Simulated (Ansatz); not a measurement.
The reference is BeO in the wurtzite structure (space group P6_3mc, No. 186).

```cif
data_Be2O2
_chemical_formula_sum 'Be2 O2'
_space_group_name_H-M_alt 'P 1'
_space_group_IT_number 1
_cell_length_a 2.69049
_cell_length_b 2.69049
_cell_length_c 4.36988
_cell_angle_alpha 90.000
_cell_angle_beta 90.000
_cell_angle_gamma 120.000
loop_
_space_group_symop_operation_xyz
  'x, y, z'
loop_
_atom_site_label
_atom_site_type_symbol
_atom_site_fract_x
_atom_site_fract_y
_atom_site_fract_z
_atom_site_occupancy
Be1 Be 0.66667 0.33333 0.00145 1
Be2 Be 0.33333 0.66667 0.50145 1
O1 O 0.66667 0.33333 0.62375 1
O2 O 0.33333 0.66667 0.12375 1
```

Calculations: r2SCAN in Ansatz (plane waves to 500 eV, PAW, scalar-relativistic without spin-orbit coupling).

One change was made to it. Results:

```json
[
 {"quantity": "electron mass", "base": "0.53 mₑ along c, 0.61 mₑ across (at Γ)", "after": "0.54 mₑ along c, 0.61 mₑ across (at Γ)"},
 {"quantity": "band gap", "base": "8.55 eV", "after": "8.58 eV"},
 {"quantity": "lattice parameter a", "base": "2.690 Å", "after": "2.688 Å"}
]
```

What was done to the base?
(A) pressure 7.5 GPa
(B) pressure −2 GPa
(C) pressure 0.7 GPa
(D) pressure 10 GPa
(E) pressure 3 GPa

C, pressure 0.7 GPa. For comparison, the band gap in the other runs: pressure −2 GPa gives 8.45 eV; pressure 7.5 GPa gives 8.90 eV; pressure 10 GPa gives 9.01 eV; pressure 3 GPa gives 8.70 eV.

Load acts through the strain it causes; cell and atoms are relaxed under it. Effective masses come from finite differences of ±0.01 Å⁻¹. Whether these cells are dynamically stable was not tested. No other phases were tried under pressure.

Ansatz is an electronic-structure program.
